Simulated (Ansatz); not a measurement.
Runs of Ansatz 0.2.0 on Se. The typed cell holds 1 atom: a = 2.790 Å, b = 2.800 Å, c = 2.843 Å, α = 89.79°, β = 90.13°, γ = 88.15°. This isn't the form of Se at room conditions, which is trigonal, of chains.

| task | level | cell | cutoff (eV) | smearing | gap on the mesh (eV) | pressure (GPa) |
| --- | --- | --- | --- | --- | --- | --- |
| single point | BLYP+D3(BJ) | cell strained at random at fixed volume | 206 | tetrahedron | none | 0.6 |
| relaxation of the atoms | BLYP+D4 | atoms relaxed from: cell strained at random at fixed volume | - | gaussian 0.05 eV | - | 1.7 |
| single point | PBE | cell strained at random at fixed volume | 206 | gaussian 0.1 eV | none | 2.0 |
| single point | PBE | cell strained at random at fixed volume | 206 | gaussian 0.02 eV | none | 2.0 |
| band structure | PBEsol | cell strained at random at fixed volume | 206 | gaussian 0.1 eV | - | (a) |

Alike in all rows: potentials or basis all-electron LAPW, scalar-relativistic; no spin polarisation; k mesh 9 × 9 × 9; basis error allowed 0.001 eV/atom.

Q: Estimate the missing entries.

A: (a) -1.6.

Caveats: pairwise dispersion overbinds metals, which lowers pressure and volume (some runs); with tetrahedron occupations forces and stress needn't match the slope of the energy (some runs); the relaxation stopped at its first step, so nothing moved (some runs).

A k mesh can miss the band edges, and the runs leave out spin-orbit coupling on Se.

A gap of «none» marks a metal or a gap under the smearing width.
